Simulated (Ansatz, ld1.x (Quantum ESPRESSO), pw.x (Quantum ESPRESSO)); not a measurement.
**Equation-of-state test of one TM potential (Mg (Z = 12))**

ld1.x (Quantum ESPRESSO) 7.5 input, shortened:

```
&input
   title='Mg', zed=12., rel=1, dft='PBE', iswitch=3,
   config='[Ne] 3s1 3p0 3d-2'
 /
 &inputp
   pseudotype=2, tm=.true., lloc=0,
   nlcc=.true., rcore=1.90
 /
3
3P  2  1   0.00   0.00  1.85  1.85  0.0
3D  3  2  -2.00  -0.05  1.95  1.95  0.0
3S  1  0   1.00   0.00  2.15  2.15  0.0
 &test
   configts(1)='3s1 3p0'
 /
```

Atomic tests: cutoffs needed: 6 Ry and 18 Ry (the cutoffs (Ry, on a coarse ladder) from which the occupation-weighted sum of valence levels, in a spherical-Bessel basis at the reference potential, stays within 10 and 1 mRy of its value at 400 Ry); ghost test: no extra level below or beside the all-electron valence levels (p, d, s, f tested) (spherical-Bessel basis up to 400 Ry, 20 bohr box); largest excitation error: +27 meV (all-electron minus pseudo) for 3s0 3p1, out of 5 test configurations.

Crystal test: sc Mg in pw.x 7.5, no spin, 11³ k-points, Fermi–Dirac smearing 0.01 Ry, cutoffs 50/200 Ry. The reference is all-electron LAPW (Ansatz 0.2.0) with the same functional, mesh and smearing; V0 and B0 come from Birch–Murnaghan fits to the pressures at five volumes. Errors are pseudo minus all-electron; Δ is the rms difference of the E(V) curves that follow from these fits, minima aligned, over ±6 % about the mean V0. Mesh and smearing are coarse, so the numbers serve the comparison and aren't converged zero-temperature values; the lattice is a test structure that the element need not adopt.

All-electron: a0 = 3.021 Å (V0 = 27.58 Å³/atom), B0 = 22.7 GPa.

**Question.** How far does the potential miss the all-electron equation of state?

**Answer.** mean pressure error (GPa): -0.78; a0 (Å): 2.986; a0 error (%): -1.18; B0 error (%): +5.6; Δ (meV/atom): 4.9. This is a poor potential for the solid. The logarithmic derivative shows an extra or strongly shifted pseudo pole above the reference energy (p near 0.29 Ry).

| V (Å³/atom) | P all-electron (GPa) | P pseudo (GPa) |
| --- | --- | --- |
| 26.402 | 1.08 | 0.20 |
| 27.097 | 0.42 | -0.41 |
| 27.792 | -0.17 | -0.95 |
| 28.487 | -0.69 | -1.42 |
| 29.182 | -1.14 | -1.83 |

**Question.** At the middle volume, how do free energy and pressure move when the wave cutoff is lowered (ecutrho kept at four times it)?

**Answer.**

```tsv
cutoff (Ry)	shift of F (meV/atom)	shift of P (GPa)
22	+7.9	-0.10
30	+1.4	-0.03
40	+0.3	-0.00
```

The run at the middle volume (56 k-points, 10 iterations) took about 5.2 s on one core of a shared host (Neoverse-V1, 32 threads, 247 GiB, load 11).
